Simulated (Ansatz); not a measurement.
## How far is PAW off for Re?

```
CELL_PARAMETERS angstrom
-0.01975 1.96513 1.96513
1.96513 -0.01975 1.96513
1.96513 1.96513 -0.01975
ATOMIC_POSITIONS crystal
Re 0.00000 0.00000 0.00000
```

The geometry is COD entry 1534939, unchecked; take it as a test cell. The listed cell was then made from it by scaling, straining or moving an atom.

No spin–orbit coupling, which matters for the heavy atoms here.

All numbers are computed: DFT, PBE, PAW with Ansatz's default frozen-core files, scalar-relativistic (Ansatz 0.2.0); DFT, PBE, all-electron LAPW, scalar-relativistic (Ansatz 0.2.0).

For PAW: a Γ-centred 14×14×14 k mesh, Fermi–Dirac smearing of 0.03 eV, cutoff 420 eV, no spin polarisation. LAPW targets a basis error of 1 meV/atom. The Ansatz runs share mesh, smearing and spin set-up. Plane-wave (PAW) pressures include the program's estimate of the Pulay term.

Stress and pressure are positive in compression.

The change that made this cell: equal xy, yz and zx engineering shear strains of -1 %.

PAW results:

| quantity | PAW |
| --- | --- |
| pressure (GPa) | -9.00 |
| stress yz (GPa) | 1.33 |
| stress xz (GPa) | 1.33 |
| stress xy (GPa) | 1.33 |

Q: What does full-potential LAPW give for the same quantities?

A: 
| quantity | LAPW |
| --- | --- |
| pressure (GPa) | -8.88 |
| stress yz (GPa) | 1.33 |
| stress xz (GPa) | 1.33 |
| stress xy (GPa) | 1.33 |
